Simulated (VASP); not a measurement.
Output of a VASP run:

File OUTCAR:
```
 ion  position               nearest neighbor table
   1  0.000  0.000  0.000-
   2  0.500  0.500  0.500-
  LATTYP: Found a simple cubic cell.
 ALAT       =     4.1620564640
 Subroutine PRICEL returns:
 Original cell was already a primitive cell.
 Subroutine GETGRP returns: Found 48 space group operations
The static configuration has the point symmetry O_h .
The dynamic configuration has the point symmetry O_h .
 Subroutine INISYM returns: Found 48 space group operations
 Subroutine IBZKPT returns following result:
 Found     20 irreducible k-points:

 Following reciprocal coordinates:
            Coordinates               Weight
  0.000000  0.000000  0.000000      1.000000
  0.166667  0.000000  0.000000      6.000000
  0.333333  0.000000  0.000000      6.000000
  0.500000  0.000000  0.000000      3.000000
  0.166667  0.166667  0.000000     12.000000
  0.333333  0.166667  0.000000     24.000000
  0.500000  0.166667  0.000000     12.000000
  0.333333  0.333333  0.000000     12.000000
  0.500000  0.333333  0.000000     12.000000
  0.500000  0.500000  0.000000      3.000000
  0.166667  0.166667  0.166667      8.000000
  0.333333  0.166667  0.166667     24.000000
  0.500000  0.166667  0.166667     12.000000
  0.333333  0.333333  0.166667     24.000000
  0.500000  0.333333  0.166667     24.000000
  0.500000  0.500000  0.166667      6.000000
  0.333333  0.333333  0.333333      8.000000
  0.500000  0.333333  0.333333     12.000000
  0.500000  0.500000  0.333333      6.000000
  0.500000  0.500000  0.500000      1.000000
   k-points           NKPTS =     20   k-points in BZ     NKDIM =     20   number of bands    NBANDS=     12
   number of dos      NEDOS =    301   number of ions     NIONS =      2
   total plane-waves  NPLWV =  32768
   dimension x,y,z NGX =    32 NGY =   32 NGZ =   32
   dimension x,y,z NGXF=    64 NGYF=   64 NGZF=   64
   ions per type =               1   1
   PREC   = accura    normal or accurate (medium, high low for compatibility)
   ISTART =      0    job   : 0-new  1-cont  2-samecut
   ICHARG =      2    charge: 1-file 2-atom 10-const
   ISPIN  =      1    spin polarized calculation?
   LNONCOLLINEAR =      F non collinear calculations
   LSORBIT =      F    spin-orbit coupling
   INIWAV =      1    electr: 0-lowe 1-rand  2-diag
   ENCUT  =  520.0 eV  38.22 Ry    6.18 a.u.   7.74  7.74  7.74*2*pi/ulx,y,z
   NELM   =    100;   NELMIN=  2; NELMDL= -5     # of ELM steps
   EDIFF  = 0.1E-06   stopping-criterion for ELM
   LREAL  =      F    real-space projection
   NLSPLINE    = F    spline interpolate recip. space projectors
   LMAXMIX     =    4 max onsite mixed and CHGCAR
   VOSKOWN=      0    Vosko Wilk Nusair interpolation
   EDIFFG = 0.1E-05   stopping-criterion for IOM
   NSW    =      0    number of steps for IOM
   NBLOCK =      1;   KBLOCK =      1    inner block; outer block
   IBRION =     -1    ionic relax: 0-MD 1-quasi-New 2-CG
   NFREE  =      0    steps in history (QN), initial steepest desc. (CG)
   ISIF   =      2    stress and relaxation
   ISYM   =      2    0-nonsym 1-usesym 2-fastsym
   TEIN   =    0.0    initial temperature
   TEBEG  =    0.0;   TEEND  =   0.0 temperature during run
   SMASS  =  -3.00    Nose mass-parameter (am)
   PSTRESS=    0.0 pullay stress
   NELECT =      16.0000    total number of electrons
   EFERMI =   0.00;   METHOD = LEGACY
   ISMEAR =     0;   SIGMA  =   0.05  broadening in eV -4-tet -1-fermi 0-gaus
   IALGO  =     38    algorithm
   LDIAG  =      T    sub-space diagonalisation (order eigenvalues)
   IMIX   =      4    mixing-type and parameters
     AMIX     =   0.40;   BMIX     =  1.00
     AMIX_MAG =   1.60;   BMIX_MAG =  1.00
     AMIN     =   0.10
   GGA     = PE    functional components
   VOSKOWN =     0    Vosko Wilk Nusair interpolation
   LHFCALC =     F    Hartree Fock is set to
   LHFONE  =     F    Hartree Fock one center treatment
...
```

**OSZICAR**
```
       N       E                     dE             d eps       ncg     rms          rms(c)
DAV:   1     0.977409008213E+02    0.97741E+02   -0.68532E+03   480   0.115E+03
DAV:   2    -0.377616856154E+00   -0.98119E+02   -0.91062E+02   788   0.185E+02
DAV:   3    -0.689140672172E+01   -0.65138E+01   -0.64958E+01   608   0.558E+01
DAV:   4    -0.696086716076E+01   -0.69460E-01   -0.69413E-01   548   0.696E+00
DAV:   5    -0.696187982860E+01   -0.10127E-02   -0.10124E-02   596   0.841E-01    0.233E+00
DAV:   6    -0.658215554196E+01    0.37972E+00   -0.65438E-01   544   0.457E+00    0.180E+00
DAV:   7    -0.653591764583E+01    0.46238E-01   -0.20294E-01   652   0.253E+00    0.105E+00
DAV:   8    -0.653650907515E+01   -0.59143E-03   -0.15210E-02   548   0.951E-01    0.139E-01
DAV:   9    -0.653699035925E+01   -0.48128E-03   -0.36182E-03   632   0.389E-01    0.121E-01
DAV:  10    -0.653711440081E+01   -0.12404E-03   -0.31848E-04   568   0.145E-01    0.172E-02
DAV:  11    -0.653713010418E+01   -0.15703E-04   -0.30130E-05   624   0.414E-02    0.606E-03
DAV:  12    -0.653712983897E+01    0.26521E-06   -0.91371E-06   580   0.194E-02    0.260E-03
DAV:  13    -0.653712969197E+01    0.14700E-06   -0.39979E-07   564   0.478E-03    0.111E-03
DAV:  14    -0.653712976077E+01   -0.68805E-07   -0.23073E-07   472   0.280E-03
   1 F= -.70124046E+01 E0= -.70124046E+01  d E =-.293138E-17
```

OUTCAR:
```
------------------------ aborting loop because EDIFF is reached ----------------------------------------
 Edisp (eV)   -0.47527
  FORCE on cell =-STRESS in cart. coord.  units (eV):
  Direction    XX          YY          ZZ          XY          YZ          ZX
  --------------------------------------------------------------------------------------
  Total       0.21894     0.21894     0.21894    -0.00000    -0.00000    -0.00000
  in kB       4.86522     4.86522     4.86522    -0.00000    -0.00000    -0.00000
  external pressure =        4.87 kB  Pullay stress =        0.00 kB
  volume of cell :       72.10
      direct lattice vectors                 reciprocal lattice vectors
     4.162056464  0.000000000  0.000000000     0.240265842  0.000000000  0.000000000
     0.000000000  4.162056464  0.000000000     0.000000000  0.240265842  0.000000000
     0.000000000  0.000000000  4.162056464     0.000000000  0.000000000  0.240265842
 POSITION                                       TOTAL-FORCE (eV/Angst)
 -----------------------------------------------------------------------------------
      0.00000      0.00000      0.00000         0.000000      0.000000      0.000000
      2.08103      2.08103      2.08103         0.000000      0.000000      0.000000
 -----------------------------------------------------------------------------------
    total drift:                                0.000000      0.000000     -0.000000
  FREE ENERGIE OF THE ION-ELECTRON SYSTEM (eV)
  ---------------------------------------------------
  free  energy   TOTEN  =        -7.0124045672 eV

  energy  without entropy=       -7.0124045672  energy(sigma->0) =       -7.01240457
```
(Selected blocks of OUTCAR.)

### POSCAR
```
CsCl
1
    4.1620564640     0.0000000000     0.0000000000
    0.0000000000     4.1620564640     0.0000000000
    0.0000000000     0.0000000000     4.1620564640
Cs Cl
1 1
Direct
  0.0000000000   0.0000000000   0.0000000000
  0.5000000000   0.5000000000   0.5000000000
```

Question: Reconstruct the remaining input files.

Answer: One answer among several that fit: the input of the run itself, PBE GGA with D3 dispersion (zero damping), plane waves, VASP's PBE PAW potentials (set 64).

### KPOINTS
```
Automatic mesh
0
Gamma
6 6 6
0 0 0
```

### INCAR
```
! general
SYSTEM   =  CsCl
PREC     =  Accurate
ENCUT    =  520
LREAL    =  .FALSE.
LASPH    =  .TRUE.

! electronic loop
EDIFF    =  1E-7
NELM     =  100
ALGO     =  Normal
LMAXMIX  =  4

! smearing
ISMEAR   =  0
SIGMA    =  0.05

! functional
GGA      =  PE
IVDW     =  11

! ions
ISIF     =  2

! output
LWAVE    =  .FALSE.
LCHARG   =  .FALSE.
```

POTCAR, in this order: Cs_sv Cl (PBE.64 set). Program: vasp_std.

The compound is CsCl in the CsCl type structure. This cell is one point of a volume scan, at 0.97 of the reference volume.
